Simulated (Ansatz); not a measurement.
Here is the system:

ZrO2:
```cif
data_O4Zr2
_chemical_formula_sum 'Zr2 O4'
_space_group_name_H-M_alt 'P42/nmc :1'
_space_group_IT_number 137
_space_group_name_Hall 'P 4n 2n -1n'
_cell_length_a 3.58447
_cell_length_b 3.58447
_cell_length_c 5.17879
_cell_angle_alpha 90.000
_cell_angle_beta 90.000
_cell_angle_gamma 90.000
loop_
_space_group_symop_operation_xyz
  'x, y, z'
  '-y+1/2, x+1/2, z+1/2'
  '-x, -y, z'
  'y+1/2, -x+1/2, z+1/2'
  'x+1/2, -y+1/2, -z+1/2'
  '-y, -x, -z'
  '-x+1/2, y+1/2, -z+1/2'
  'y, x, -z'
  '-x+1/2, -y+1/2, -z+1/2'
  'y, -x, -z'
  'x+1/2, y+1/2, -z+1/2'
  '-y, x, -z'
  '-x, y, z'
  'y+1/2, x+1/2, z+1/2'
  'x, -y, z'
  '-y+1/2, -x+1/2, z+1/2'
loop_
_atom_site_label
_atom_site_type_symbol
_atom_site_symmetry_multiplicity
_atom_site_Wyckoff_symbol
_atom_site_fract_x
_atom_site_fract_y
_atom_site_fract_z
_atom_site_occupancy
Zr1 Zr 2 a 0.00000 0.00000 0.00000 1
O1 O 4 d 0.50000 0.00000 0.20115 1
```

This is the PBEsol-relaxed structure.

Q: All from the program Ansatz at the PBEsol level (PAW), unless another level is named. Estimate the hole effective mass with spin–orbit coupling.

A: 0.69, 2.3, 10 mₑ (principal values).

Q: What about the band gap?

A: 4.00 eV (indirect).

Q: What about the HSE06 gap on the PBEsol cell?

A: 5.73 eV.

Q: Predict the smallest direct gap on the standard path.

A: 4.12 eV.

Q: Next, the conduction-band minimum?

A: at Γ.

Space group P4_2/nmc. This is a known high-temperature phase of the composition, computed here at zero pressure and temperature. The PBEsol relaxation kept the symmetry of its start; whether a distortion lowers the energy is not shown. The run is not spin-polarised. Scalar-relativistic: spin–orbit coupling is off unless named, which matters more the heavier the elements.

Potentials: the earlier of the program's two PAW sets. The files were generated under PBE; for other functionals the program regenerates the frozen cores, and for LDA and PBEsol the local potential too.
